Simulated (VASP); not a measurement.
Wanted: the native input for a VASP 6.6.1 run.

```yaml
Task: band structure
Functional: PBE
Potentials_or_basis: VASP PAW PBE potentials, release 64 (B, N)
Cutoff: 520 eV
k_mesh: 12 × 12 × 4
Occupations: gaussian, width 0.03 eV
Spin: no spin polarisation
Further_INCAR_settings: ALGO = Normal; EDIFF = 1e-07; NBANDS = 16
```

The structure of BN lies in POSCAR:

```
BN                                      
1.0
    2.5065023620      0.0000000000     -0.0000000000
   -1.2532511809      2.1706947202     -0.0000000000
   -0.0000000000      0.0000000000      6.5737408833
  B               N             
     2     2
Direct
     0.3333333332999970    0.6666666667000030    0.2500000000000000
     0.6666666667000030    0.3333333332999970    0.7500000000000000
     0.3333333332999970    0.6666666667000030    0.7500000000000000
     0.6666666667000030    0.3333333332999970    0.2500000000000000
```

The input as run:

INCAR

```
SYSTEM = BN
ALGO     = Normal         ! electronic algorithm
EDIFF    = 1E-7           ! SCF threshold, eV
ENCUT    = 520            ! plane-wave cutoff, eV
GGA      = PE             ! functional
ISIF     = 2              ! what is computed and relaxed
ISMEAR   = 0              ! smearing method
KPAR     = 2            
LASPH    = .TRUE.         ! aspherical terms in the spheres
LCHARG   = .FALSE.        ! write CHGCAR
LREAL    = .FALSE.        ! projectors in reciprocal space
LWAVE    = .FALSE.        ! write WAVECAR
NBANDS   = 16             ! bands
NELM     = 80             ! most SCF steps
PREC     = Accurate       ! precision mode
SIGMA    = 0.03           ! smearing width, eV
```

KPOINTS

```
k-points
0
G
  12 12 4
  0 0 0
```

KPOINTS_OPT

```
explicit points
258
Reciprocal
 0.0000000000  0.0000000000  0.0000000000 1
 0.0263157895  0.0000000000  0.0000000000 1
 0.0526315789  0.0000000000  0.0000000000 1
 0.0789473684  0.0000000000  0.0000000000 1
 0.1052631579  0.0000000000  0.0000000000 1
 0.1315789474  0.0000000000  0.0000000000 1
[... 250 lines left out ...]
 0.5000000000  0.0000000000  0.0369636600 1
 0.5000000000  0.0000000000 -0.0369636600 1
```

Potentials or basis: VASP PAW PBE potentials, release 64 (B, N).

Command:

```console
$ cat potpaw_PBE.64/B/POTCAR potpaw_PBE.64/N/POTCAR > POTCAR
$ mpirun -np 2 vasp_std > vasp.out
```

It gave:

```yaml
Pressure: 2.8 GPa
Band_gap_on_the_k_mesh: 4.25 eV, indirect (least direct gap 4.63 eV)
Band_gap_along_the_path: 4.21 eV, indirect (least direct gap 4.63 eV)
```

Caveat: this functional lacks dispersion, which binds the layers, so the pressure and a relaxed spacing across them are unreliable.

Run time: 31 s on 2 MPI ranks on AMD EPYC 9R45 (Zen 5), with other jobs on the host, peak memory 0.14 GiB a rank.
